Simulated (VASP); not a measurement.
# CoSi (P2_13) in VASP: a series of runs, part 3 of 4

VASP 6.6.1.

## 5. Optical spectrum, PBE

Contents of INCAR:

```
SYSTEM = CoSi
ALGO     = Normal         ! electronic algorithm
CSHIFT   = 0.05         
EDIFF    = 1E-6           ! SCF threshold, eV
ENCUT    = 520            ! plane-wave cutoff, eV
GGA      = PE             ! functional
ISIF     = 2              ! what is computed and relaxed
ISMEAR   = 0              ! smearing method
KPAR     = 4            
LASPH    = .True.         ! aspherical terms in the spheres
LCHARG   = .False.        ! write CHGCAR
LOPTICS  = .True.         ! frequency-dependent dielectric function
LREAL    = .False.        ! projectors in reciprocal space
LWAVE    = .False.        ! write WAVECAR
NBANDS   = 74             ! bands
NEDOS    = 3000           ! points of the DOS
NELM     = 80             ! most SCF steps
PREC     = Accurate       ! precision mode
SIGMA    = 0.05           ! smearing width, eV
WPLASMAI = 0
```

Contents of KPOINTS:

```
k-points
0
Gamma
  12 12 12
  0 0 0
```

Contents of POSCAR:

```
CoSi                                    
1.0
    4.3865828316      0.0000000000      0.0000000000
    0.0000000000      4.3865828316      0.0000000000
    0.0000000000      0.0000000000      4.3865828316
  Co              Si            
     4     4
Direct
     0.1457490868802580    0.1457490868802580    0.1457490868802580
     0.3542509131197420    0.8542509131197420    0.6457490868802580
     0.6457490868802580    0.3542509131197420    0.8542509131197420
     0.8542509131197420    0.6457490868802580    0.3542509131197420
     0.8433334719475596    0.8433334719475596    0.8433334719475596
     0.6566665280524404    0.1566665280524404    0.3433334719475596
     0.3433334719475596    0.6566665280524404    0.1566665280524404
     0.1566665280524404    0.3433334719475596    0.6566665280524404
```

Potentials or basis: VASP PAW PBE potentials, release 64 (Co, Si).

Run with:

```sh
$ cat potpaw_PBE.64/Co/POTCAR potpaw_PBE.64/Si/POTCAR > POTCAR
$ mpirun -np 4 vasp_std > vasp.out
```

OUTCAR:

```text
SYSTEM = CoSi
   EDIFF = 1E-6
   ENCUT = 520
   GGA = PE
   ISIF = 2
   ISMEAR = 0
   LASPH = .True.
   LREAL = .False.
   NELM = 80
   PREC = Accurate

 ion  position               nearest neighbor table
   1  0.146  0.146  0.146-   5 2.30   6 2.31   7 2.31   8 2.31   7 2.40   8 2.40   6 2.40   3 2.70
                             4 2.70   2 2.70   2 2.70   4 2.70   3 2.70
   2  0.354  0.854  0.646-   6 2.30   5 2.31   7 2.31   8 2.31   7 2.40   8 2.40   5 2.40   1 2.70
                             1 2.70   3 2.70   3 2.70   4 2.70   4 2.70
   3  0.646  0.354  0.854-   7 2.30   6 2.31   5 2.31   8 2.31   8 2.40   6 2.40   5 2.40   1 2.70
                             4 2.70   2 2.70   2 2.70   4 2.70   1 2.70
   4  0.854  0.646  0.354-   8 2.30   6 2.31   7 2.31   5 2.31   6 2.40   5 2.40   7 2.40   1 2.70
                             3 2.70   2 2.70   1 2.70   2 2.70   3 2.70
   5  0.843  0.843  0.843-   1 2.30   2 2.31   3 2.31   4 2.31   3 2.40   4 2.40   2 2.40   6 2.71
                             7 2.71   8 2.71   6 2.71   8 2.71   7 2.71
   6  0.657  0.157  0.343-   2 2.30   1 2.31   3 2.31   4 2.31   3 2.40   4 2.40   1 2.40   8 2.71
                             5 2.71   5 2.71   7 2.71   7 2.71   8 2.71
   7  0.343  0.657  0.157-   3 2.30   2 2.31   1 2.31   4 2.31   4 2.40   2 2.40   1 2.40   8 2.71
                             5 2.71   8 2.71   6 2.71   6 2.71   5 2.71
   8  0.157  0.343  0.657-   4 2.30   2 2.31   3 2.31   1 2.31   2 2.40   1 2.40   3 2.40   7 2.71
                             5 2.71   7 2.71   5 2.71   6 2.71   6 2.71

  LATTYP: Found a simple cubic cell.
 ALAT       =     4.3865828316

  Lattice vectors:

 A1 = (   4.3865828316,   0.0000000000,   0.0000000000)
 A2 = (   0.0000000000,   4.3865828316,   0.0000000000)
 A3 = (   0.0000000000,   0.0000000000,   4.3865828316)

Analysis of symmetry for initial positions (statically):
=====================================================================
 Subroutine PRICEL returns:
 Original cell was already a primitive cell.

 Routine SETGRP: Setting up the symmetry group for a
 simple cubic supercell.

 Subroutine GETGRP returns: Found 12 space group operations
 (whereof  3 operations were pure point group operations)
 out of a pool of 48 trial point group operations.

The static configuration has the point symmetry C_3 .
 The point group associated with its full space group is T   .

Analysis of symmetry for dynamics (positions and initial velocities):
=====================================================================
 Subroutine PRICEL returns:
 Original cell was already a primitive cell.

 Routine SETGRP: Setting up the symmetry group for a
 simple cubic supercell.

[... 1156 lines left out ...]
     38      19.6359      0.00000

 [... further k-points ...]

 [bands above 38 left out]

------------------------ aborting loop because EDIFF is reached ----------------------------------------

  FORCE on cell =-STRESS in cart. coord.  units (eV):
  Direction    XX          YY          ZZ          XY          YZ          ZX
  --------------------------------------------------------------------------------------
  -------------------------------------------------------------------------------------
  Total        3.6927958      3.6927958      3.6927958      0.0000000      0.0000000      0.0000000
  in kB       70.0949731     70.0949731     70.0949731      0.0000000      0.0000000      0.0000000
  external PRESSURE =      70.0949731 kB  Pullay stress =       0.0000000 kB

 VOLUME and BASIS-vectors are now :
 -----------------------------------------------------------------------------
  energy-cutoff  :      520.00
  volume of cell :       84.41
      direct lattice vectors                 reciprocal lattice vectors
     4.386582832  0.000000000  0.000000000     0.227967883  0.000000000  0.000000000
     0.000000000  4.386582832  0.000000000     0.000000000  0.227967883  0.000000000
     0.000000000  0.000000000  4.386582832     0.000000000  0.000000000  0.227967883

 POSITION                                       TOTAL-FORCE (eV/Angst)
 -----------------------------------------------------------------------------------
      0.63934      0.63934      0.63934         0.012744      0.012744      0.012744
      1.55395      3.74724      2.83263        -0.012744     -0.012744      0.012744
      2.83263      1.55395      3.74724         0.012744     -0.012744     -0.012744
      3.74724      2.83263      1.55395        -0.012744      0.012744     -0.012744
      3.69935      3.69935      3.69935         0.016028      0.016028      0.016028
      2.88052      0.68723      1.50606        -0.016028     -0.016028      0.016028
      1.50606      2.88052      0.68723         0.016028     -0.016028     -0.016028
      0.68723      1.50606      2.88052        -0.016028      0.016028     -0.016028
 -----------------------------------------------------------------------------------
    total drift:                                0.000000      0.000000      0.000000

  FREE ENERGIE OF THE ION-ELECTRON SYSTEM (eV)
  ---------------------------------------------------
  free  energy   TOTEN  =       -54.6954830440 eV

  energy  without entropy=      -54.6936419026  energy(sigma->0) =      -54.69456247

 electrical conductivity sigma (Mega S m-1) (frequency dependency in vasprun.xml)
  --------------------------------------------------------------------------------------
       0.002       0.000       0.000
       0.000       0.002      -0.000
       0.000      -0.000       0.002

  frequency dependent IMAGINARY DIELECTRIC FUNCTION (independent particle, no local field effects) density-density
     E(ev)      X         Y         Z        XY        YZ        ZX
  --------------------------------------------------------------------------------------------------------------
     0.00000     0.00000     0.00000     0.00000     0.00000     0.00000     0.00000
     0.51230    35.74781    35.74781    35.74781     0.00000    -0.00000    -0.00000
     1.02460    23.30514    23.30514    23.30514     0.00000    -0.00000    -0.00000
     1.53690    14.84805    14.84805    14.84805     0.00000    -0.00000    -0.00000
     2.04920    17.22129    17.22129    17.22129     0.00000    -0.00000    -0.00000
     2.56150    14.44449    14.44449    14.44449     0.00000    -0.00000    -0.00000
[... 92 lines left out ...]
    50.20547     0.00047     0.00047     0.00047     0.00000    -0.00000    -0.00000
    50.71777     0.00046     0.00046     0.00046     0.00000    -0.00000    -0.00000

  frequency dependent      REAL DIELECTRIC FUNCTION (independent particle, no local field effects) density-density
     E(ev)        X           Y           Z          XY          YZ          ZX
  --------------------------------------------------------------------------------------------------------------
     0.00000    58.46474    58.46474    58.46474     0.00000    -0.00000    -0.00000
     0.51230    52.74275    52.74275    52.74275     0.00000    -0.00000    -0.00000
     1.02460     4.09653     4.09653     4.09653     0.00000     0.00000    -0.00000
     1.53690    14.32448    14.32448    14.32448     0.00000    -0.00000    -0.00000
     2.04920    12.73513    12.73513    12.73513     0.00000     0.00000    -0.00000
     2.56150     6.52870     6.52870     6.52870     0.00000    -0.00000    -0.00000
[... 92 lines left out ...]
    50.20547     0.77994     0.77994     0.77994     0.00000    -0.00000    -0.00000
    50.71777     0.78471     0.78471     0.78471     0.00000    -0.00000    -0.00000

  frequency dependent IMAGINARY DIELECTRIC FUNCTION (independent particle, no local field effects) current-current
     E(ev)      X         Y         Z        XY        YZ        ZX
  --------------------------------------------------------------------------------------------------------------
     0.00000   345.00616   345.00616   345.00616    -0.00000     0.00000     0.00000
     0.51230    46.14373    46.14373    46.14373    -0.00000     0.00000     0.00000
     1.02460    23.38592    23.38592    23.38592     0.00000    -0.00000    -0.00000
     1.53690    15.72381    15.72381    15.72381    -0.00000    -0.00000     0.00000
     2.04920    17.80672    17.80672    17.80672     0.00000    -0.00000     0.00000
     2.56150    14.65726    14.65726    14.65726     0.00000    -0.00000     0.00000
[... 92 lines left out ...]
    50.20547     0.00003     0.00003     0.00003    -0.00000     0.00000     0.00000
    50.71777     0.00003     0.00003     0.00003    -0.00000     0.00000     0.00000

  frequency dependent      REAL DIELECTRIC FUNCTION (independent particle, no local field effects) current-current
     E(ev)        X           Y           Z          XY          YZ          ZX
  --------------------------------------------------------------------------------------------------------------
     0.00000    52.96507    52.96507    52.96507    -0.00000    -0.00000    -0.00000
     0.51230    45.19666    45.19666    45.19666    -0.00000    -0.00000    -0.00000
     1.02460     1.89011     1.89011     1.89011     0.00000    -0.00000     0.00000
     1.53690    13.39899    13.39899    13.39899     0.00000     0.00000    -0.00000
     2.04920    11.88297    11.88297    11.88297     0.00000    -0.00000    -0.00000
     2.56150     5.97166     5.97166     5.97166    -0.00000    -0.00000    -0.00000
[... 92 lines left out ...]
    50.20547     0.77997     0.77997     0.77997     0.00000     0.00000     0.00000
    50.71777     0.78473     0.78473     0.78473     0.00000     0.00000     0.00000
```

It took 2.3 min on 4 MPI ranks of Intel Xeon Platinum 8488C (Sapphire Rapids), shared host; peak memory 1.1 GiB.

What came out:

- Free energy: -54.6955 eV
- Pressure: 7.0 GPa
- Largest force: 0.028 eV/Å
- Band gap on the k mesh: none (metal or under the smearing width)

Forces in eV/Å, atoms in the order of the input:
```
Co   0.013  0.013  0.013
Co  -0.013 -0.013  0.013
Co   0.013 -0.013 -0.013
Co  -0.013  0.013 -0.013
Si   0.016  0.016  0.016
Si  -0.016 -0.016  0.016
Si   0.016 -0.016 -0.016
Si  -0.016  0.016 -0.016
```

Levels at points of the mesh, in eV from the Fermi level:
```tsv
k point	band 22	band 23	band 24	band 25	band 26	band 27	band 28	band 29	band 30	band 31
(0.00, 0.00, 0.00)	-0.94	-0.80	-0.80	0.01	0.01	0.01	2.64	2.64	2.64	3.01
(0.50, 0.00, 0.00)	-1.07	-0.66	-0.66	-0.49	-0.49	1.05	1.05	1.60	1.60	4.40
(0.50, 0.50, 0.00)	-1.53	-1.03	-1.03	-0.03	-0.03	0.63	0.63	2.13	2.13	2.63
(0.50, 0.50, 0.50)	-1.26	-1.26	-1.26	-0.21	-0.21	-0.21	-0.21	5.63	5.63	5.63
```

Dielectric function (mean over the directions given):
| energy (eV) | real part | imaginary part |
| --- | --- | --- |
| 0.26 | 53.93 | 16.30 |
| 0.85 | 7.68 | 41.21 |
| 1.54 | 14.32 | 14.85 |
| 2.22 | 10.22 | 17.36 |
| 2.90 | 6.40 | 11.24 |
| 3.59 | 8.03 | 10.61 |
| 4.27 | 7.86 | 12.42 |
| 4.95 | 7.26 | 13.49 |
| 5.64 | 3.20 | 14.63 |
| 6.32 | 2.25 | 16.71 |
| 7.00 | -3.07 | 12.98 |
| 7.68 | -5.06 | 9.85 |
| 8.37 | -4.74 | 6.97 |
| 9.05 | -4.72 | 5.39 |
| 9.73 | -3.87 | 4.41 |
| 10.42 | -3.18 | 3.25 |
| 11.10 | -2.93 | 3.01 |
| 11.78 | -2.54 | 2.32 |
| 12.47 | -2.22 | 2.30 |
| 13.15 | -2.20 | 1.99 |
| 13.83 | -2.00 | 1.50 |
| 14.52 | -1.76 | 1.28 |
| 15.20 | -1.51 | 1.08 |
| 15.88 | -1.31 | 0.87 |
| 16.56 | -1.05 | 0.81 |
| 17.25 | -0.89 | 0.68 |
| 17.93 | -0.77 | 0.64 |
| 18.61 | -0.64 | 0.58 |
| 19.30 | -0.55 | 0.50 |
| 19.98 | -0.42 | 0.44 |

Caveat: independent-particle spectra lack excitons; the intraband (Drude) part of a metal's response may be missing. Spin polarisation is off, so any magnetic state and its effect on volume and gap are missing.

(Continued in part 4 of 4.)
